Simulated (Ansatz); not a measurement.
# BaTe (Pm-3m) in Ansatz: reference runs, part 2 of 2

Ansatz 0.2.0. The steps go on from the part before.

## (4) Single point, PBE, 36.40 Å³/atom (volume scaled by 0.94)

File input.yaml:

```yaml
crystal:
  lattice:
    - [4.1754524825, 0.0, 0.0]
    - [0.0, 4.1754524825, 0.0]
    - [0.0, 0.0, 4.1754524825]
  atoms:
    - { symbol: Ba, position: [0.0, 0.0, 0.0] }
    - { symbol: Te, position: [0.5, 0.5, 0.5] }
hamiltonian:
  xc: pbe
  pseudopotentials: { kind: paw }
kpoints:
  mp_grid: { grid: [6, 6, 6] }
scf:
  occupations: { method: fermi_dirac, width: 0.05 }
output:
  forces: true
  stress: true
  eigenvalues: true
```

On the command line:

```
ansatz run input.yaml --threads 2 --pin off --max-ram 5120MiB --backend cpu --events-out ev --progress --plain --runs-dir out
```

Run time: 0.83 s. Hardware: 2 threads of Arm Neoverse V2, shared host; peak memory 0.33 GiB.

The run converged. Its results:

```yaml
Free_energy: -12932.7879 eV
Pressure: 1.7 GPa
Band_gap_on_the_k_mesh: 0.75 eV, indirect (least direct gap 1.04 eV)
```

Caveat: spin-orbit coupling is left out, which moves the levels of the heavy elements.

## (5) Single point, PBE, 37.17 Å³/atom (volume scaled by 0.96)

input.yaml, as its differences from that of step 4:

```diff
@@ -2,5 +2,5 @@
   lattice:
-    - [4.1754524825, 0.0, 0.0]
-    - [0.0, 4.1754524825, 0.0]
-    - [0.0, 0.0, 4.1754524825]
+    - [4.2048580462, 0.0, 0.0]
+    - [0.0, 4.2048580462, 0.0]
+    - [0.0, 0.0, 4.2048580462]
   atoms:
```

Potentials or basis: Ansatz PAW.

On the command line:

```
ansatz run input.yaml --threads 2 --pin off --max-ram 5120MiB --backend cpu --events-out ev --progress --plain --runs-dir out
```

The program printed:

```text
Warning: RAYON_NUM_THREADS=2 ignored (pool sized by the plan → 2); use --threads N
Engine: ansatz 0.2.0, aarch64-unknown-linux-gnu
Pseudopotentials: kind: paw
Pseudopotential: Ba, paw, valence charge 10, recommended cutoff 420 eV (normal), Ba.paw.azcp
Pseudopotential: Te, paw, valence charge 16, recommended cutoff 420 eV (normal), Te.paw.azcp
Functional definition: PBE
  parameter kappa = 0.804
  parameter beta = 0.06672455060314922
  exchange = pbe_x(kappa = kappa, mu = beta*pi^2/3)
  correlation = pbe_c(beta = beta)
Crystal: 2 atoms, lattice volume = 74.345 Å³
Basis set: ecut = 420 eV, 1419 PW (Γ), exchange–correlation on 60×60×60 points (8 copies of the dense FFT grid, shifted against one another)
[... 32 lines left out ...]
  E_local      = -1628.939763  (includes V_loc(G=0)·N_el)
  E_nonlocal   = -252.935512
  E_hartree    = 950.307831
  E_xc         = -293.621183
  E_vxc        = -241.490064  (∫ρ·V_xc dr)
  E_paw        = -9888.769866  (= ΣΔE_a)
  E_vpaw       = -416.843468  (= ΣTr[D̂ρ^β])
  E_aug_tail   = -0.000184  (compensation charges beyond the density's cutoff)
  E_ewald      = -2168.919078
  E_smearing   = -0.000008  (= −TS)
  E_closure    = 0.000000  (closes the sum)
  Σ components = -12932.800919   (vs F -12932.800919, Δ=0.00e0)
--- Forces (eV/Å), atoms counted from 1 ---
  atom   1  Ba    -0.00000000     0.00000000     0.00000000
  atom   2  Te     0.00000000    -0.00000000    -0.00000000
  max |Σ_I F_I| component: 2.71e-29 eV/Å
--- Stress (GPa, compression-positive) ---
        0.959212      -0.000000       0.000000
       -0.000000       0.959212       0.000000
        0.000000       0.000000       0.959212
  P = ⅓ Tr σ = 0.9592 GPa (9.592 kbar)
--- Band table (eV; the first three rows and the last of 20) ---
  k-point 0: bands = ["-26.6775", "-26.6775", "-26.6775", "-26.6736", "-26.6736", "-19.0702", "-4.1035", "-4.1035", "-4.1035", "-1.5742", "8.5172", "8.5172", "8.5172", "9.6541", "9.6541", "11.5421", "13.5946"]
  k-point 1: bands = ["-26.6777", "-26.6777", "-26.6775", "-26.6736", "-26.6731", "-19.0624", "-4.2915", "-4.0887", "-4.0887", "-1.3532", "7.3187", "8.3874", "8.3874", "9.8115", "10.5312", "12.5602", "13.6472"]
  k-point 2: bands = ["-26.6779", "-26.6779", "-26.6775", "-26.6736", "-26.6721", "-19.0466", "-4.6112", "-4.0586", "-4.0586", "-0.9338", "5.9618", "8.1328", "8.1328", "10.2129", "12.1913", "13.7755", "13.8887"]
  k-point 19: bands = ["-26.6785", "-26.6785", "-26.6785", "-26.6705", "-26.6705", "-18.9812", "-4.4058", "-4.4058", "-4.4058", "-0.5720", "5.8779", "5.8779", "5.8779", "13.7496", "13.7496", "13.7496", "15.4740"]
```

Wall time 0.82 s (2 threads of Arm Neoverse V2, shared host); peak memory 0.33 GiB.

What came out:

```yaml
Free_energy: -12932.8009 eV
Pressure: 1.0 GPa
Band_gap_on_the_k_mesh: 0.79 eV, indirect (least direct gap 1.05 eV)
```

Caveat: spin-orbit coupling is left out, which moves the levels of the heavy elements.

## (6) Single point, PBE, 37.95 Å³/atom (volume scaled by 0.98)

input.yaml, as its differences from that of step 5:

```diff
@@ -2,5 +2,5 @@
   lattice:
-    - [4.2048580462, 0.0, 0.0]
-    - [0.0, 4.2048580462, 0.0]
-    - [0.0, 0.0, 4.2048580462]
+    - [4.2338579837, 0.0, 0.0]
+    - [0.0, 4.2338579837, 0.0]
+    - [0.0, 0.0, 4.2338579837]
   atoms:
@@ -19 +19,5 @@
   eigenvalues: true
+  write_density: true
+  write_potential: true
+  elf: true
+  volumetric_format: npy
```

Potentials or basis: Ansatz PAW.

On the command line:

```
ansatz run input.yaml --threads 2 --pin off --max-ram 5120MiB --backend cpu --events-out ev --progress --plain --runs-dir out
```

Wall time 1.1 s (2 threads of Arm Neoverse V2, shared host); peak memory 0.34 GiB.

It converged, with:

| Item | Value |
| --- | --- |
| Free energy | -12932.8067 eV |
| Pressure | 0.2 GPa |
| Band gap on the k mesh | 0.84 eV, indirect (least direct gap 1.07 eV) |

Caveat: spin-orbit coupling is left out, which moves the levels of the heavy elements.

## (7) Single point, PBE, 38.72 Å³/atom

File input.yaml:

```yaml
crystal:
  lattice:
    - [4.262466, 0.0, 0.0]
    - [0.0, 4.262466, 0.0]
    - [0.0, 0.0, 4.262466]
  atoms:
    - { symbol: Ba, position: [0.0, 0.0, 0.0] }
    - { symbol: Te, position: [0.5, 0.5, 0.5] }
hamiltonian:
  xc: pbe
  pseudopotentials: { kind: paw }
kpoints:
  mp_grid: { grid: [6, 6, 6] }
scf:
  occupations: { method: fermi_dirac, width: 0.05 }
output:
  forces: true
  stress: true
  eigenvalues: true
```

On the command line:

```
ansatz run input.yaml --threads 2 --pin off --max-ram 5120MiB --backend cpu --events-out ev --progress --plain --runs-dir out
```

Run time: 0.84 s. Hardware: 2 threads of Arm Neoverse V2, shared host; peak memory 0.34 GiB.

The run converged. Its results:

```
Free energy            : -12932.8060 eV
Pressure               : -0.4 GPa
Band gap on the k mesh : 0.88 eV, indirect (least direct gap 1.08 eV)
```

Caveat: spin-orbit coupling is left out, which moves the levels of the heavy elements.

## (8) Single point, PBE, 39.50 Å³/atom (volume scaled by 1.02)

input.yaml, as its differences from that of step 7:

```diff
@@ -2,5 +2,5 @@
   lattice:
-    - [4.262466, 0.0, 0.0]
-    - [0.0, 4.262466, 0.0]
-    - [0.0, 0.0, 4.262466]
+    - [4.2906950743, 0.0, 0.0]
+    - [0.0, 4.2906950743, 0.0]
+    - [0.0, 0.0, 4.2906950743]
   atoms:
@@ -19 +19,5 @@
   eigenvalues: true
+  write_density: true
+  write_potential: true
+  elf: true
+  volumetric_format: npy
```

On the command line:

```
ansatz run input.yaml --threads 2 --pin off --max-ram 5120MiB --backend cpu --events-out ev --progress --plain --runs-dir out
```

It took 1.1 s on 2 threads of Arm Neoverse V2, shared host; peak memory 0.34 GiB.

Results (log left out):

```
Free energy            : -12932.7994 eV
Pressure               : -1.0 GPa
Band gap on the k mesh : 0.92 eV, indirect (least direct gap 1.09 eV)
```

Caveat: spin-orbit coupling is left out, which moves the levels of the heavy elements.

## (9) Single point, PBE, 40.27 Å³/atom (volume scaled by 1.04)

input.yaml, as its differences from that of step 8:

```diff
@@ -2,5 +2,5 @@
   lattice:
-    - [4.2906950743, 0.0, 0.0]
-    - [0.0, 4.2906950743, 0.0]
-    - [0.0, 0.0, 4.2906950743]
+    - [4.3185575114, 0.0, 0.0]
+    - [0.0, 4.3185575114, 0.0]
+    - [0.0, 0.0, 4.3185575114]
   atoms:
```

Potentials or basis: Ansatz PAW.

On the command line:

```
ansatz run input.yaml --threads 2 --pin off --max-ram 5120MiB --backend cpu --events-out ev --progress --plain --runs-dir out
```

Run time: 1.1 s. Hardware: 2 threads of Arm Neoverse V2, shared host; peak memory 0.34 GiB.

It converged, with:

```yaml
Free_energy: -12932.7876 eV
Pressure: -1.5 GPa
Band_gap_on_the_k_mesh: 0.96 eV, indirect (least direct gap 1.10 eV)
```

Caveat: spin-orbit coupling is left out, which moves the levels of the heavy elements.

## (10) Single point, PBE, 41.04 Å³/atom (volume scaled by 1.06)

File input.yaml:

```yaml
crystal:
  lattice:
    - [4.3460649887, 0.0, 0.0]
    - [0.0, 4.3460649887, 0.0]
    - [0.0, 0.0, 4.3460649887]
  atoms:
    - { symbol: Ba, position: [0.0, 0.0, 0.0] }
    - { symbol: Te, position: [0.5, 0.5, 0.5] }
hamiltonian:
  xc: pbe
  pseudopotentials: { kind: paw }
kpoints:
  mp_grid: { grid: [6, 6, 6] }
scf:
  occupations: { method: fermi_dirac, width: 0.05 }
output:
  forces: true
  stress: true
  eigenvalues: true
```

On the command line:

```
ansatz run input.yaml --threads 2 --pin off --max-ram 5120MiB --backend cpu --events-out ev --progress --plain --runs-dir out
```

Wall time 0.87 s (2 threads of Arm Neoverse V2, shared host); peak memory 0.34 GiB.

It converged, with:

```
Free energy            : -12932.7711 eV
Pressure               : -1.9 GPa
Band gap on the k mesh : 0.99 eV, indirect (least direct gap 1.11 eV)
```

Caveat: spin-orbit coupling is left out, which moves the levels of the heavy elements.

## (11) Equation of state, PBE

No new run: the results of the series are fitted here.

What came out:

* Equilibrium volume: 38.24 Å³/atom
* Bulk modulus: 32 GPa
* Pressure derivative of the bulk modulus: 4.3

Energy against volume, from the lowest point:
```
volume (Å³/atom)  energy (meV/atom)
          36.398               9.40
          37.173               2.89
          37.947               0.00
          38.722               0.36
          39.496               3.64
          40.270               9.54
          41.045              17.79
```

The run has no spin-orbit coupling, so splittings on Ba, Te are missing.

## (12) The runs side by side

```tsv
task	cell	gap on the mesh (eV)	pressure (GPa)
single point	as given	0.88	-0.4
single point	atoms moved at random, drawn with an rms of 0.05 Å	0.90	-0.3
equation of state	as given	-	-
```

Alike in all rows: level PBE; potentials or basis Ansatz PAW; no spin polarisation; k mesh 6 × 6 × 6; cutoff (eV) 420; smearing fermi-dirac 0.05 eV.

Caveats: spin-orbit coupling is left out, which moves the levels of the heavy elements (some runs).

Total energies depend on the potentials used, so only differences within one code and one set of settings carry meaning.
